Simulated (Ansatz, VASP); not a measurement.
## Mn: VASP beside Ansatz

Contents of INCAR:

```
SYSTEM = Mn
PREC = Accurate
ENCUT = 600
EDIFF = 1E-6
ISMEAR = 0
SIGMA = 0.1
LREAL = .False.
LASPH = .True.
NELM = 100
ALGO = Normal
ISIF = 3
LWAVE = .False.
LCHARG = .False.
GGA = PS
IBRION = 2
NSW = 100
EDIFFG = -0.01
```

The input KPOINTS:

```
regular mesh
0
Gamma
  15 15 18
  0 0 0
```

The input POSCAR:

```
Mn
1.0
    3.8501080086      0.0000000000      0.0000000000
   -1.9250540043      3.3342913428      0.0000000000
    0.0000000000      0.0000000000      2.4233718159
Mn
3
Direct
    0.0000000000      0.0000000000      0.0000000000
    0.3333333333      0.6666666667      0.5000000000
    0.6666666667      0.3333333333      0.5000000000
```

Input for Ansatz:

```yaml
crystal:
  lattice:
    - [3.8501080086, 0.0, 0.0]
    - [-1.9250540043, 3.3342913428, 0.0]
    - [0.0, 0.0, 2.4233718159]
  atoms:
    - { symbol: Mn, position: [0.0, 0.0, 0.0] }
    - { symbol: Mn, position: [0.3333333333, 0.6666666667, 0.5] }
    - { symbol: Mn, position: [0.6666666667, 0.3333333333, 0.5] }
basis:
  ecutwfc: 420
kpoints:
  mp_grid: { grid: [15, 15, 18] }
hamiltonian:
  xc: pbesol
scf:
  occupations: { method: gaussian, width: 0.1 }
output:
  forces: true
  stress: true
  eigenvalues: true
relax:
  adjacent_minimum: "off"
  f_tol: 0.01
  max_steps: 80
  cell: { stress_tol: 0.05 }
```

Alike in both runs: task relaxation of cell and atoms; functional PBEsol; k mesh 15 × 15 × 18; occupations gaussian, width 0.1 eV; no spin polarisation.

|  | VASP | Ansatz |
| --- | --- | --- |
| version | VASP 6.6.1 | Ansatz 0.2.0 |
| potentials or method | VASP PAW PBE potentials, release 64 (Mn_pv) | scalar-relativistic, plane waves, PAW |
| plane-wave cutoff (eV) | 600 | 420 |
| valence electrons in the cell | 39 | 45 |

|  | VASP | Ansatz | Ansatz less VASP |
| --- | --- | --- | --- |
| gap on the k mesh at the Fermi level, each at its own relaxed structure (eV) | none | none | - |
| relaxed volume (Å³/atom) | 10.39 | 10.38 | -0.001 |
| relaxed cell length with the largest relative difference (Å) | 3.852 | 3.852 | -0.0002 |

A gap of «none» marks a metal or a gap that the smearing closes. The two sets of potentials don't hold the same shells in valence.

Caveats: the PAW data sets were made with another functional, which shifts forces and pressure a little (VASP); the run has no spin polarisation, though such a crystal can be magnetic. Spin polarisation is off, so any magnetic state and its effect on volume and gap are missing.
